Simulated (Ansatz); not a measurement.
Geometry optimisation, Ansatz 0.2.0, DFT PBE-D3(BJ), scalar-relativistic, plane waves, PAW.

input.yaml

```yaml
crystal:
  lattice:
    - [6.6, 0.0, 0.0]
    - [0.0, 6.6, 0.0]
    - [0.0, 0.0, 6.6]
  atoms:
    - { symbol: Nb, position: [0.0, 0.0, 0.0] }
    - { symbol: Nb, position: [0.5, 0.0, 0.0] }
    - { symbol: Nb, position: [0.0, 0.5, 0.0] }
    - { symbol: Nb, position: [0.0, 0.0, 0.5] }
    - { symbol: Nb, position: [0.25, 0.25, 0.25] }
    - { symbol: Nb, position: [0.5, 0.5, 0.0] }
    - { symbol: Nb, position: [0.5, 0.0, 0.5] }
    - { symbol: Nb, position: [0.75, 0.25, 0.25] }
    - { symbol: Nb, position: [0.0, 0.5, 0.5] }
    - { symbol: Nb, position: [0.25, 0.75, 0.25] }
    - { symbol: Nb, position: [0.25, 0.25, 0.75] }
    - { symbol: Nb, position: [0.5, 0.5, 0.5] }
    - { symbol: Nb, position: [0.75, 0.75, 0.25] }
    - { symbol: Nb, position: [0.75, 0.25, 0.75] }
    - { symbol: Nb, position: [0.25, 0.75, 0.75] }
    - { symbol: Nb, position: [0.75, 0.75, 0.75] }
    - { symbol: H, position: [0.37334617, 0.74938451, -0.00820073] }
basis:
  ecutwfc: 420.0
kpoints:
  mp_grid: { grid: [3, 3, 3] }
hamiltonian:
  xc: pbe
  dispersion: d3bj
scf:
  occupations: { method: gaussian, width: 0.05 }
  lower_state_search: "off"
relax:
  f_tol: 0.03
  max_steps: 60
  adjacent_minimum: "off"
output:
  write_density: true
  write_potential: true
  elf: true
  volumetric_format: npy
```

Command:

```bash
$ ansatz run input.yaml --threads 4 --pin off --max-ram 10240MiB --backend cpu --events-out ev --progress --plain --runs-dir out
```

Task: Where does it end, and by what steps?

Result: The forces met the threshold. The force dipped under the threshold on the way, but the program's further checks kept it going. Limits of this set-up: coarse k mesh, odd electron count without spin, a small cell, in which the defect meets its images, a typed lattice constant that wasn't relaxed here. After 4 steps the energy has fallen by 0.133 eV; Nb15 moved furthest, 0.06 Å.

```csv
step,energy less start (eV),largest force component (eV/Å),accepted
0,0.0000,1.276,yes
1,0.1397,1.137,no
2,-0.1248,0.227,yes
3,-0.1327,0.013,yes
4,-0.1327,0.013,yes
```

```xyz
17
Lattice="6.6000 0.0000 0.0000 0.0000 6.6000 0.0000 0.0000 0.0000 6.6000" Properties=species:S:1:pos:R:3
Nb 0.000 0.005 -0.003
Nb 3.336 0.040 -0.003
Nb 0.000 3.294 -0.003
Nb -0.016 0.000 3.297
Nb 1.660 1.650 1.646
Nb 3.336 3.260 -0.003
Nb 3.288 -0.001 3.297
Nb 4.965 1.650 1.647
Nb -0.016 3.299 3.297
Nb 1.613 4.950 1.687
Nb 1.660 1.650 4.947
Nb 3.288 3.300 3.297
Nb 4.949 4.950 1.653
Nb 4.965 1.650 4.947
Nb 1.612 4.950 4.906
Nb 4.949 4.950 4.941
H 2.474 4.950 -0.004
```

Whether the end is a true minimum wasn't checked by a vibrational analysis.

The run took 59 s on 4 threads of Intel(R) Xeon(R) Platinum 8488C (Sapphire Rapids), on a shared host, peak memory 1.3 GiB.
